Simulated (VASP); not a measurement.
# BeS (F-43m) in VASP: a series of runs, part 2 of 2

VASP 6.6.1. Earlier steps stand in the parts before.

**3. Relaxation of cell and atoms, PBEsol**

This run uses another cell than the first one, of 14.26 Å³/atom, 1.007 times its volume.

INCAR

```
PREC     = Accurate       # precision mode
ENCUT    = 600            # plane-wave cutoff, eV
EDIFF    = 1E-6           # SCF threshold, eV
ISMEAR   = 0              # smearing method
SIGMA    = 0.02           # smearing width, eV
LREAL    = F              # projectors in reciprocal space
LASPH    = T              # aspherical terms in the spheres
NELM     = 60             # most SCF steps
ALGO     = Fast           # electronic algorithm
ISIF     = 3              # what is computed and relaxed
LWAVE    = F              # write WAVECAR
LCHARG   = F              # write CHGCAR
GGA      = PS             # functional
IBRION   = 2              # ionic algorithm
NSW      = 100            # ionic steps
EDIFFG   = -0.005         # ionic threshold
```

KPOINTS

```
Automatic mesh
0
Gamma
  8 8 8
```

POSCAR

```
BeS
1.0
    0.0000000000      2.4250000000      2.4250000000
    2.4250000000      0.0000000000      2.4250000000
    2.4250000000      2.4250000000      0.0000000000
Be S
1 1
Direct
    0.0000000000      0.0000000000      0.0000000000
    0.2500000000      0.2500000000      0.2500000000
```

Potentials or basis: VASP PAW PBE potentials, release 64 (Be, S).

Run with:

```sh
$ cat potpaw_PBE.64/Be/POTCAR potpaw_PBE.64/S/POTCAR > POTCAR
$ mpirun -np 1 vasp_std > vasp.out
```

OUTCAR:

```text
PREC = Accurate
   ENCUT = 600
   EDIFF = 1E-6
   ISMEAR = 0
   LREAL = F
   LASPH = T
   NELM = 60
   ISIF = 3
   GGA = PS
   IBRION = 2
   NSW = 100
   EDIFFG = -0.005

 ion  position               nearest neighbor table
   1  0.000  0.000  0.000-   2 2.10   2 2.10   2 2.10   2 2.10
   2  0.250  0.250  0.250-   1 2.10   1 2.10   1 2.10   1 2.10

  LATTYP: Found a face centered cubic cell.
 ALAT       =     4.8500000000

  Lattice vectors:

 A1 = (   0.0000000000,   2.4250000000,   2.4250000000)
 A2 = (   2.4250000000,   0.0000000000,   2.4250000000)
 A3 = (   2.4250000000,   2.4250000000,   0.0000000000)

Analysis of symmetry for initial positions (statically):
=====================================================================
 Subroutine PRICEL returns:
 Original cell was already a primitive cell.

 Routine SETGRP: Setting up the symmetry group for a
 face centered cubic supercell.

 Subroutine GETGRP returns: Found 24 space group operations
 (whereof 24 operations were pure point group operations)
 out of a pool of 48 trial point group operations.

The static configuration has the point symmetry T_d .

Analysis of symmetry for dynamics (positions and initial velocities):
=====================================================================
 Subroutine PRICEL returns:
 Original cell was already a primitive cell.

 Routine SETGRP: Setting up the symmetry group for a
 face centered cubic supercell.

 Subroutine GETGRP returns: Found 24 space group operations
 (whereof 24 operations were pure point group operations)
 out of a pool of 48 trial point group operations.

The dynamic configuration has the point symmetry T_d .

 Subroutine INISYM returns: Found 24 space group operations
 (whereof 24 operations are pure point group operations),
 and found     1 'primitive' translations

----------------------------------------------------------------------------------------

                                     Primitive cell

  volume of cell :      28.5210

  direct lattice vectors                    reciprocal lattice vectors
     0.000000000  2.425000000  2.425000000    -0.206185567  0.206185567  0.206185567
     2.425000000  0.000000000  2.425000000     0.206185567 -0.206185567  0.206185567
     2.425000000  2.425000000  0.000000000     0.206185567  0.206185567 -0.206185567

  length of vectors
     3.429467889  3.429467889  3.429467889     0.357123878  0.357123878  0.357123878

  position of ions in fractional coordinates (direct lattice)
     0.000000000  0.000000000  0.000000000
     0.250000000  0.250000000  0.250000000

  ion indices of the primitive-cell ions
   primitive index   ion index
                 1           1
                 2           2

----------------------------------------------------------------------------------------

 KPOINTS: Automatic mesh

Automatic generation of k-mesh.
 Grid dimensions read from file:
 generate k-points for:    8    8    8

 Generating k-lattice:

  Cartesian coordinates                     Fractional coordinates (reciprocal lattice)
    -0.025773196  0.025773196  0.025773196     0.125000000  0.000000000  0.000000000
[... 47 lines left out ...]
   NGX,Y,Z   is equivalent  to a cutoff of  13.57, 13.57, 13.57 a.u.
   NGXF,Y,Z  is equivalent  to a cutoff of  27.15, 27.15, 27.15 a.u.
 SYSTEM =  unknown system
   PREC   = accura    normal or accurate (medium, high low for compatibility)
   ISTART =      0    job   : 0-new  1-cont  2-samecut
   ICHARG =      2    charge: 1-file 2-atom 10-const
   ISPIN  =      1    spin polarized calculation?
   LNONCOLLINEAR =      F non collinear calculations
   LSORBIT =      F    spin-orbit coupling
   LASPH  =      T    aspherical Exc in radial PAW
   ENCUT  =  600.0 eV  44.10 Ry    6.64 a.u.   6.85  6.85  6.85*2*pi/ulx,y,z
   NELM   =     60;   NELMIN=  2; NELMDL= -5     # of ELM steps
   EDIFF  = 0.1E-05   stopping-criterion for ELM
   LREAL  =      F    real-space projection
   EDIFFG = -.5E-02   stopping-criterion for IOM
   NSW    =    100    number of steps for IOM
   IBRION =      2    ionic relax: 0-MD 1-quasi-New 2-CG
   NFREE  =      1    steps in history (QN), initial steepest desc. (CG)
   ISIF   =      3    stress and relaxation
   ISYM   =      2    0-nonsym 1-usesym 2-fastsym
   POTIM  = 0.5000    time-step for ionic-motion
   TEBEG  =    0.0;   TEEND  =   0.0 temperature during run
   PSTRESS=    0.0 pullay stress
   NELECT =       8.0000    total number of electrons
   NUPDOWN=      -1.0000    fix difference up-down
   EMIN   =  10.00;   EMAX   =-10.00  energy-range for DOS
   EFERMI =   0.00;   METHOD = LEGACY
   ISMEAR =     0;   SIGMA  =   0.02  broadening in eV -4-tet -1-fermi 0-gaus
   EFERMI_NEDOS =   21; number of points for ismear=-14 and -15
   IALGO  =     68    algorithm
   IMIX   =      4    mixing-type and parameters
     AMIX     =   0.40;   BMIX     =  1.00
     AMIX_MAG =   1.60;   BMIX_MAG =  1.00
  volume/ion in A,a.u.               =      14.26        96.23
  Fermi-wavevector in a.u.,A,eV,Ry     =   1.071642  2.025110 15.625158  1.148417
  Thomas-Fermi vector in A             =   2.207388
   LORBIT       =      0    0 simple, 1 ext, 2 COOP (PROOUT), +10 PAW based schemes
   GGA     = PS    functional components
   LHFCALC =     F    Hartree Fock is set to
   AEXX    =    0.0000 exact exchange contribution
   IVDW    =     0    specifies the selected vdW correction
   LEPSILON=     F    determine dielectric tensor
   LRPA    =     F    only Hartree local field effects (RPA)
 conjugate gradient relaxation of ions
 non-spin polarized calculation
 RMM-DIIS sequential band-by-band and
 Gauss-broadening in eV      SIGMA  =   0.02
  energy-cutoff  :      600.00
  volume of cell :       28.52
 maximum number of plane-waves:       961
   NGX = 13   NGY = 13   NGZ = 13

--------------------------------------- Ionic step        1  -------------------------------------------

 number of electron       7.9999999 magnetization

 Free energy of the ion-electron system (eV)
  ---------------------------------------------------
  ext. energy  EPLUGINS =         0.00000000
  ---------------------------------------------------
  free energy    TOTEN  =       -10.56413725 eV

  energy without entropy =      -10.56413725  energy(sigma->0) =      -10.56413725

------------------------ aborting loop because EDIFF is reached ----------------------------------------

  FORCE on cell =-STRESS in cart. coord.  units (eV):
  Direction    XX          YY          ZZ          XY          YZ          ZX
  --------------------------------------------------------------------------------------
  -------------------------------------------------------------------------------------
  Total       -0.0935467     -0.0935467     -0.0935467      0.0000000      0.0000000      0.0000000
  in kB       -5.2550140     -5.2550140     -5.2550140      0.0000000      0.0000000      0.0000000
  external PRESSURE =      -5.2550140 kB  Pullay stress =       0.0000000 kB
[... 59 lines left out ...]
--------------------------------------- Ionic step        3  -------------------------------------------

 number of electron       7.9999999 magnetization

 Free energy of the ion-electron system (eV)
  ---------------------------------------------------
  ext. energy  EPLUGINS =         0.00000000
  ---------------------------------------------------
  free energy    TOTEN  =       -10.56440075 eV

  energy without entropy =      -10.56440075  energy(sigma->0) =      -10.56440075

 E-fermi :   4.3166     XC(G=0):  -9.9236

 val. band max:        4.2013000266   @ k =   0.0000   0.0000   0.0000
 cond. band min:       7.1168914135   @ k =   0.5000   0.5000   0.0000
 fundamental gap:      2.9155913869
 Fermi energy:         4.3166156048

 k-point     1 :       0.0000    0.0000    0.0000
  band No.  band energies     occupation
      1      -9.5536      2.00000
      2       4.2013      2.00000
      3       4.2013      2.00000
      4       4.2013      2.00000
      5       9.8085      0.00000
      6       9.8085      0.00000
      7       9.8085      0.00000
      8       9.9537      0.00000
[... 243 lines left out ...]
 k-point    24 :      -0.3750    0.2500    0.1250
  band No.  band energies     occupation
      1      -7.6216      2.00000
      2      -1.1547      2.00000
      3       1.3737      2.00000
      4       2.3221      2.00000
      5      10.1676      0.00000
      6      10.7165      0.00000
      7      13.3118      0.00000
      8      14.6472      0.00000

 [... further k-points ...]

------------------------ aborting loop because EDIFF is reached ----------------------------------------

  FORCE on cell =-STRESS in cart. coord.  units (eV):
  Direction    XX          YY          ZZ          XY          YZ          ZX
  --------------------------------------------------------------------------------------
  -------------------------------------------------------------------------------------
  Total        0.0001359      0.0001359      0.0001359     -0.0000000     -0.0000000      0.0000000
  in kB        0.0076775      0.0076775      0.0076775     -0.0000000     -0.0000000      0.0000000
  external PRESSURE =       0.0076775 kB  Pullay stress =       0.0000000 kB
[... 17 lines left out ...]
  FREE ENERGIE OF THE ION-ELECTRON SYSTEM (eV)
  ---------------------------------------------------
  free  energy   TOTEN  =       -10.5644007510 eV

  energy  without entropy=      -10.5644007510  energy(sigma->0) =      -10.56440075

 reached required accuracy - stopping structural energy minimisation
```

It took 12 s on 1 thread of Intel Xeon Platinum 8488C (Sapphire Rapids), shared host; peak memory 0.15 GiB.

Results:

```
Free energy                            : -10.5644 eV
Relaxed volume                         : 14.18 Å³/atom
Relaxed cell                           : a = 3.423 Å, b = 3.423 Å, c = 3.423 Å, α = 60.00°, β = 60.00°, γ = 60.00°
Space group after relaxing (to 0.05 Å) : F-43m (No. 216)
Energy gained by relaxing              : 0.1 meV/atom
Ionic steps                            : 3
Pressure after relaxing                : 0.0 GPa
Band gap on the k mesh                 : 2.92 eV, indirect (least direct gap 5.61 eV)
```

The path:
| step | energy change (eV) | largest force (eV/Å) | pressure (GPa) | volume (Å³) |
| --- | --- | --- | --- | --- |
| 1 | 0.0000 | 0.0000 | -0.53 | 28.52 |
| 2 | -0.0002 | 0.0000 | 0.14 | 28.33 |
| 3 | -0.0003 | 0.0000 | 0.00 | 28.36 |

Final structure:
```cif
data_structure
_symmetry_space_group_name_H-M 'P 1'
_symmetry_Int_Tables_number 1
_cell_length_a 3.4232
_cell_length_b 3.4232
_cell_length_c 3.4232
_cell_angle_alpha 60.000
_cell_angle_beta 60.000
_cell_angle_gamma 60.000
_cell_volume 28.36
loop_
_atom_site_label
_atom_site_type_symbol
_atom_site_fract_x
_atom_site_fract_y
_atom_site_fract_z
_atom_site_occupancy
Be1 Be 0.00000 0.00000 0.00000 1
S1 S 0.25000 0.25000 0.25000 1
```

Caveat: the PAW data sets were made with another functional, which shifts forces and pressure a little. A k mesh can miss the band edges.
